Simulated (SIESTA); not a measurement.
Crystal: LiH.

```
Li H
1.0
     0.00000    2.03675    2.03675
     2.03675    0.00000    2.03675
     2.03675    2.03675    0.00000
Li H
1 1
Direct
  0.00000 0.00000 0.00000
  0.50000 0.50000 0.50000
```

Base run:

```yaml
Program: SIESTA 5.4.2
Functional: PBE
Potentials_or_basis: PseudoDojo 0.4 standard (PBE files)
Basis: DZP (energy shift 0.003 Ry; two zetas on semicore shells)
Grid_cutoff: 800 Ry
Energy_shift: 0.003 Ry
k_mesh: 11 × 11 × 11
Occupations: fermi-dirac, width 0.05 eV
Spin: no spin polarisation
```

Its results: band gap on the k mesh 3.18 eV, direct; pressure -1.7 GPa.

Problem. The run is repeated on the same cell with these changes: basis from DZP (energy shift 0.003 Ry; two zetas on semicore shells) to TZP (energy shift 0.003 Ry; two zetas on semicore shells); k mesh from 11 × 11 × 11 to 8 × 8 × 8. What comes out?

Solution. Band gap on the k mesh 3.07 eV, direct; pressure -1.5 GPa.

Several settings changed at once, so the effect can't be laid on one alone.

Caveats: the basis of atomic orbitals isn't converged, which shifts pressures, moduli and gaps; the basis holds too few empty states to meet the f-sum rule, so the spectrum is short of weight at high energy (some runs); an odd mesh through Γ misses points on the zone boundary, where band edges often lie (some runs).

Not every run made on this cell is shown here.
